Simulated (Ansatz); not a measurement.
**YN: a single-point run**

The task is a single-point run on YN. The structure is shown as the input types it.

Program: Ansatz 0.2.0. Level of theory: density functional or hybrid calculation with the settings of its input, plane waves (as first typed). These are calculated values, not measurements.

2 further runs of the same task are left out: 2 that didn't finish.

## Step 1: The system as given

It takes space group Fm-3m (No. 225, cubic). Conventional cell: a = 4.896 Å, b = 4.896 Å, c = 4.896 Å, α = 90.00°, β = 90.00°, γ = 90.00°. Y (site symmetry m-3m) has 6 N at 2.45 Å as nearest neighbours. N (site symmetry m-3m) has 6 Y at 2.45 Å as nearest neighbours.

Coordinates:

```cif
data_structure
_symmetry_space_group_name_H-M 'P 1'
_symmetry_Int_Tables_number 1
_cell_length_a 3.4621
_cell_length_b 3.4621
_cell_length_c 3.4621
_cell_angle_alpha 60.000
_cell_angle_beta 60.000
_cell_angle_gamma 60.000
_cell_volume 29.34
loop_
_atom_site_label
_atom_site_type_symbol
_atom_site_fract_x
_atom_site_fract_y
_atom_site_fract_z
_atom_site_occupancy
Y1 Y 0.00000 0.00000 0.00000 1
N1 N 0.50000 0.50000 0.50000 1
```

## Step 2: Input and run

input.yaml reads:

```yaml
crystal:
  lattice:
    - [0.0, 2.4480479768, 2.4480479768]
    - [2.4480479768, 0.0, 2.4480479768]
    - [2.4480479768, 2.4480479768, 0.0]
  atoms:
    - { symbol: "Y", position: [0.0, 0.0, 0.0] }
    - { symbol: "N", position: [0.5, 0.5, 0.5] }
kpoints:
  mp_grid: { grid: [6, 6, 6] }
hamiltonian:
  xc: pbesol
scf:
  occupations: { method: cold, width: 1.5 }
  n_extra_bands: 4
output:
  forces: true
  stress: true
  eigenvalues: true
```

Started as:

```sh
> ansatz run input.yaml --threads 4 --pin off --max-ram 3686MiB --backend cpu --events-out ev --progress --plain --runs-dir out
```

What happens when this is run?

The run converged and reported no error. Convergence says nothing about whether the input makes sense.

The suspect setting: scf.occupations.method is cold; scf.occupations.width is 1.5. The width is far wider than usual, so occupations near the Fermi level are blurred and the entropy term grows.

Run again and compare: delete scf.occupations.width (the default then holds) and set scf.occupations.method to fixed.
